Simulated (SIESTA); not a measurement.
Input of a SIESTA 5.4.2 run:

Contents of Pt.fdf:

```
SystemName                      Pt
SystemLabel                     Pt
NumberOfSpecies                 1
NumberOfAtoms                   2
%block ChemicalSpeciesLabel
  1  78 Pt
%endblock ChemicalSpeciesLabel

LatticeConstant                 1.0 Ang
%block LatticeVectors
     2.7606656158     0.0000000000     0.0000000000
    -1.3803328079     2.3908065546     0.0000000000
     0.0000000000     0.0000000000     4.7921340000
%endblock LatticeVectors
AtomicCoordinatesFormat         Fractional
%block AtomicCoordinatesAndAtomicSpecies
     0.3284440000     0.6879730000     0.2528560000  1  Pt
     0.6733180000     0.3227900000     0.7433810000  1  Pt
%endblock AtomicCoordinatesAndAtomicSpecies

%block kgrid.MonkhorstPack
   11   0   0  0.0
    0  11   0  0.0
    0   0   6  0.0
%endblock kgrid.MonkhorstPack
XC.Functional                   GGA
XC.Authors                      PBEsol
PAO.BasisSize                   DZP
PAO.EnergyShift                 0.003 Ry
Mesh.Cutoff                     800 Ry
OccupationFunction              FD
ElectronicTemperature           0.05 eV
MaxSCFIterations                120
SCF.MustConverge                false
SCF.Mixer.Method                Pulay
SCF.Mixer.Weight                0.25
SCF.Mixer.History               8
SCF.DM.Tolerance                5.0e-05
SCF.H.Tolerance                 1.0e-03 eV
WriteForces                     true
Charge.Mulliken                 end
%block PAO.Basis
  Pt 5
  n=5 0 2
    2.732 0.000
  n=6 0 2
    7.268 0.000
  n=5 1 2
    3.260 0.000
  n=6 1 1
    7.268
  n=5 2 2
    5.669 0.000
%endblock PAO.Basis
```

Potentials or basis: PseudoDojo 0.4 standard (PBEsol files), DZP (energy shift 0.003 Ry; two zetas on semicore shells).

Launch:

```sh
$ siesta Pt.fdf > Pt.out 2>&1
```

**Question.** Predict the pressure.

**Answer.** -8.3 GPa.

**Question.** Predict the largest force.

**Answer.** 0.520 eV/Å.

Forces in eV/Å, atoms in the order of the input:
```
Pt  -0.064  0.016 -0.516
Pt   0.064 -0.016  0.516
```

Caveat: short orbitals over semicore shells can move pressures by several GPa; the basis of atomic orbitals isn't converged, which shifts pressures, moduli and gaps. The run has no spin-orbit coupling, so splittings on Pt are missing.
